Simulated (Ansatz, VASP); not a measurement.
**Mg: VASP beside Ansatz**

INCAR

```
PREC     = Accurate       # precision mode
ENCUT    = 520            # plane-wave cutoff, eV
EDIFF    = 1E-6           # SCF threshold, eV
ISMEAR   = -1             # smearing method
SIGMA    = 0.05           # smearing width, eV
LREAL    = False          # projectors in reciprocal space
LASPH    = True           # aspherical terms in the spheres
NELM     = 60             # most SCF steps
ALGO     = Normal         # electronic algorithm
ISIF     = 2              # what is computed and relaxed
LWAVE    = False          # write WAVECAR
LCHARG   = False          # write CHGCAR
GGA      = PS             # functional
```

KPOINTS

```
Automatic mesh
0
Gamma
  10 10 5
```

POSCAR

```
Mg
1.0
    3.2093000000      0.0000000000      0.0000000000
   -1.6046500000      2.7793353284      0.0000000000
    0.0000000000      0.0000000000      5.2103000000
Mg
2
Direct
    0.6666666667      0.3333333333      0.7500000000
    0.3333333333      0.6666666667      0.2500000000
```

KPOINTS_OPT

```
path GMKGALHA,LM,KH
15
line-mode
reciprocal
 0.0000000000  0.0000000000  0.0000000000  G
 0.5000000000  0.0000000000  0.0000000000  M

 0.5000000000  0.0000000000  0.0000000000  M
 0.3333333333  0.3333333333  0.0000000000  K

 0.3333333333  0.3333333333  0.0000000000  K
 0.0000000000  0.0000000000  0.0000000000  G

 0.0000000000  0.0000000000  0.0000000000  G
 0.0000000000  0.0000000000  0.5000000000  A

 0.0000000000  0.0000000000  0.5000000000  A
 0.5000000000  0.0000000000  0.5000000000  L

 0.5000000000  0.0000000000  0.5000000000  L
 0.3333333333  0.3333333333  0.5000000000  H

 0.3333333333  0.3333333333  0.5000000000  H
 0.0000000000  0.0000000000  0.5000000000  A

 0.5000000000  0.0000000000  0.5000000000  L
 0.5000000000  0.0000000000  0.0000000000  M

 0.3333333333  0.3333333333  0.0000000000  K
 0.3333333333  0.3333333333  0.5000000000  H
```

The input input.yaml:

```yaml
crystal:
  lattice:
    - [3.2093, 0.0, 0.0]
    - [-1.60465, 2.7793353284, 0.0]
    - [0.0, 0.0, 5.2103]
  atoms:
    - { symbol: Mg, position: [0.6666666667, 0.3333333333, 0.75] }
    - { symbol: Mg, position: [0.3333333333, 0.6666666667, 0.25] }
hamiltonian:
  xc: pbesol
  pseudopotentials: { kind: paw }
kpoints:
  mp_grid: { grid: [10, 10, 5] }
  band_path:
    path:
      - [[0.0, 0.0, 0.0], [0.5, 0.0, 0.0], [0.3333333333, 0.3333333333, 0.0], [0.0, 0.0, 0.0], [0.0, 0.0, 0.5], [0.5, 0.0, 0.5], [0.3333333333, 0.3333333333, 0.5], [0.0, 0.0, 0.5]]
      - [[0.5, 0.0, 0.5], [0.5, 0.0, 0.0]]
      - [[0.3333333333, 0.3333333333, 0.0], [0.3333333333, 0.3333333333, 0.5]]
    npoints: 14
scf:
  occupations: { method: fermi_dirac, width: 0.05 }
  n_extra_bands: 6
output:
  forces: true
  stress: true
  eigenvalues: true
  fatbands: false
```

Alike in both runs: task band structure; functional PBEsol; k mesh 10 × 10 × 5; occupations fermi-dirac, width 0.05 eV; no spin polarisation.

|  | VASP | Ansatz |
| --- | --- | --- |
| version | VASP 6.6.1 | Ansatz 0.2.0 |
| potentials or method | VASP PAW PBE potentials, release 64 (Mg) | Ansatz PAW |
| plane-wave cutoff (eV) | 520 | 420 |
| valence electrons in the cell | 4 | 20 |

Ansatz gave:

```
gap on the k mesh at the Fermi level (eV)       : none
pressure (GPa)                                  : -1.0
largest component of the traceless stress (GPa) : 0.78
```

**Question.** Estimate VASP's values.

**Answer.** gap on the k mesh at the Fermi level (eV): none; pressure (GPa): -1.1; largest component of the traceless stress (GPa): 0.77.

A gap of «none» marks a metal or a gap that the smearing closes. The two sets of potentials don't hold the same shells in valence.

Caveats: the PAW data sets were made with another functional, which shifts forces and pressure a little (VASP); the PAW data sets come from PBE, with cores solved anew for the run's functional, which leaves a small shift of forces and pressure (Ansatz).
